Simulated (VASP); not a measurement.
Mo in VASP: convergence with PREC

Input of the first run (PREC Low); the others differ in this setting and in those tied to it:

INCAR

```
  PREC = Low
  ENCUT = 520
  EDIFF = 1E-6
  ISMEAR = 1
  SIGMA = 0.1
  LREAL = False
  LASPH = True
  NELM = 80
  ALGO = Normal
  ISIF = 2
  LWAVE = False
  LCHARG = False
  METAGGA = R2SCAN
  LMIXTAU = True
```

File KPOINTS:

```
regular mesh
0
Gamma
  9 9 9
```

File POSCAR:

```
Mo
1.0
   -1.6035680000      1.5652510000      1.6019970000
    1.5764020000     -1.5282970000      1.5378770000
    1.6493540000      1.5740840000     -1.5650430000
Mo
1
Direct
    0.0006790000      0.0014610000      0.0009690000
```

Potentials or basis: VASP PAW PBE potentials, release 64 (Mo_sv).

Run with:

```console
$ cat potpaw_PBE.64/Mo_sv/POTCAR > POTCAR
$ mpirun -np 1 vasp_std > vasp.out
```

The cell isn't the ideal one: cell strained at random at fixed volume.

Hardware: 1 thread of Intel(R) Xeon(R) Platinum 8488C (Sapphire Rapids), with other jobs on the host.

**Question.** The values tried are Low, Medium, Single, Normal, High, Accurate, loosest first. From which on does the energy stay within 1 meV/atom of the tightest run that finished?

**Answer.** From Medium on.

```csv
PREC,"energy less the tightest run, at zero smearing (meV/atom)",pressure (GPa),SCF cycles,CPU time (s),peak memory (GiB)
Low,1.13,-3.10,15,47,0.16
Medium,0.23,-3.18,15,64,0.16
Single,0.04,-3.21,15,230,0.16
Normal,-0.03,-3.22,15,67,0.16
High,-0.08,-3.22,15,200,0.16
Accurate,0.00,-3.22,15,200,0.18
```

Against the tightest run, the pressure stays within 0.1 GPa from Medium on. The tightest run that finished is the yardstick and may itself not be fully converged.

Caveat, for the tightest run too: the PAW data sets were made with another functional, which shifts forces and pressure a little.
